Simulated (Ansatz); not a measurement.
Yb under changes of volume

One of the cells (41.626 Å³/atom); the others are scaled copies at fixed shape and fractional positions:

```
Yb
1.0
     3.87990    0.00000    0.00000
    -1.93995    3.36009    0.00000
     0.00000    0.00000    6.38590
Yb
2
Direct
  0.66667 0.33333 0.75000
  0.33333 0.66667 0.25000
```

This isn't the form of Yb at room conditions, which is fcc.

- Program: Ansatz 0.2.0
- Functional: r2SCAN
- Potentials or basis: Ansatz PAW
- Cutoff: 500 eV (not typed: the program's choice for these potentials)
- k mesh: 8 × 8 × 4
- Occupations: fermi-dirac, width 0.05 eV
- Spin: collinear spin, ferromagnetic start
- Starting moments: [1.0, 1.0] μB

```csv
volume (Å³/atom),energy over the lowest point (meV/atom),pressure (GPa)
39.128,0.00,-1.7
39.961,9.62,-2.0
40.793,20.57,-2.2
41.626,32.75,-2.4
42.458,46.04,-2.6
43.291,60.34,-2.8
44.123,?,?
```

What does the run at 44.123 Å³/atom give?

Energy over the lowest point 75.56 meV/atom; pressure -3.0 GPa.

Worked out: A Birch-Murnaghan fit of order 3 (a polynomial in V^(-2/3)) to the other rows has no minimum within the range. It gives 75.54 meV/atom at 44.123 Å³/atom, against the run's 75.56, and -dE/dV = -3.0 GPa, against -3.0.

Energies are extrapolated to zero smearing.

Caveats: the magnetic or orbital state may not be the lowest; the PAW data sets come from PBE, with cores solved anew for the run's functional, which leaves a small shift of forces and pressure; the starting moments weren't kept.
